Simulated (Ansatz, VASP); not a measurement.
This is a calculation of Sb for Ansatz 0.2.0.

File input.yaml:

```yaml
crystal:
  lattice:
    - [-1.8713408863, 1.8713408863, 1.8713408863]
    - [1.8713408863, -1.8713408863, 1.8713408863]
    - [1.8713408863, 1.8713408863, -1.8713408863]
  atoms:
    - { symbol: Sb, position: [0.0, 0.0, 0.0] }
hamiltonian:
  xc: revpbe
  pseudopotentials: { kind: paw }
  dispersion: d4
kpoints:
  mp_grid: { grid: [10, 10, 10] }
scf:
  occupations: { method: fermi_dirac, width: 0.05 }
output:
  forces: true
  stress: true
  eigenvalues: true
relax:
  f_tol: 0.01
  max_steps: 40
  cell: { stress_tol: 0.05 }
```

Potentials or basis: Ansatz PAW.

Command:

```console
$ ansatz run input.yaml --threads 2 --pin off --max-ram 5632MiB --backend cpu --events-out ev --progress --plain --runs-dir out
```

**Question.** Translate it to VASP 6.6.1. Potentials there: VASP PAW PBE potentials, release 64 (Sb).

**Answer.** As run (the cutoff follows the program's own potentials):

Contents of INCAR:

```
  ALGO = Normal
  EDIFF = 1E-6
  EDIFFG = -0.01
  ENCUT = 600
  GGA = RE
  IBRION = 2
  ISIF = 3
  ISMEAR = -1
  IVDW = 13
  LASPH = True
  LCHARG = False
  LREAL = False
  LWAVE = False
  NELM = 60
  NSW = 60
  PREC = Accurate
  SIGMA = 0.05
```

Contents of KPOINTS:

```
k-points
0
Gamma
  10 10 10
```

The input POSCAR:

```
Sb
1.0
   -1.8713408863      1.8713408863      1.8713408863
    1.8713408863     -1.8713408863      1.8713408863
    1.8713408863      1.8713408863     -1.8713408863
Sb
1
Direct
    0.0000000000      0.0000000000      0.0000000000
```

Potentials or basis: VASP PAW PBE potentials, release 64 (Sb).

Launch:

```bash
$ cat potpaw_PBE.64/Sb/POTCAR > POTCAR
$ mpirun -np 1 vasp_std > vasp.out
```

Both were run:

|  | VASP | Ansatz | Ansatz less VASP |
| --- | --- | --- | --- |
| gap on the k mesh at the Fermi level, each at its own relaxed structure (eV) | none | none | - |
| relaxed volume (Å³/atom) | 25.76 | 25.84 | +0.079 |
| relaxed cell length with the largest relative difference (Å) | 3.222 | 3.226 | +0.0033 |
| energy change over the relaxation (meV/atom) | -2 | -1 | +0.5 |

A gap of «none» marks a metal or a gap that the smearing closes. The two sets of potentials don't hold the same shells in valence.

Caveats: pairwise dispersion overbinds metals, which lowers pressure and volume; the PAW data sets were made with another functional, which shifts forces and pressure a little (VASP); the plane-wave basis is chosen anew once the cell has moved, so the energies of steps on either side of that aren't comparable (Ansatz); the PAW data sets come from PBE, with cores solved anew for the run's functional, which leaves a small shift of forces and pressure (Ansatz). The runs have no spin-orbit coupling, so splittings on Sb are missing.
